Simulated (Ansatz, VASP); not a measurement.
**Two plane-wave programs on Te2Pt**

```
CELL_PARAMETERS angstrom
4.04697 0.00000 0.00000
-2.02348 3.50477 0.00000
0.00000 0.00000 5.47844
ATOMIC_POSITIONS crystal
Te 0.66667 0.33333 0.75086
Te 0.33333 0.66667 0.24914
Pt 0.00000 0.00000 0.00000
```

The cell is a database's computed one.

Alike in both runs: task single point; functional PBE; k mesh 6 × 6 × 4; occupations gaussian, width 0.1 eV; no spin polarisation.

```csv
,VASP,Ansatz
version,VASP 6.6.1,Ansatz 0.2.0
potentials or method,"VASP PAW PBE potentials, release 64 (Te, Pt)","scalar-relativistic, plane waves, PAW"
plane-wave cutoff (eV),520,420
valence electrons in the cell,22,50
```

```tsv
	VASP	Ansatz	Ansatz less VASP
gap on the k mesh at the Fermi level (eV)	none	none	-
pressure (GPa)	1.6	1.8	+0.20
largest component of the traceless stress (GPa)	0.78	0.81	+0.035
rms of the force components (eV/Å)	0.093	0.097	+0.0044
```

Atom by atom the forces differ by 0.004 eV/Å (rms over components). A gap of «none» marks a metal or a gap that the smearing closes. The functional is the same, so the differences come from potentials, cutoffs and numerics. The two sets of potentials don't hold the same shells in valence. Ansatz warned: «structure_snapped_to_symmetry».

The runs have no spin-orbit coupling, so splittings on Pt, Te are missing.
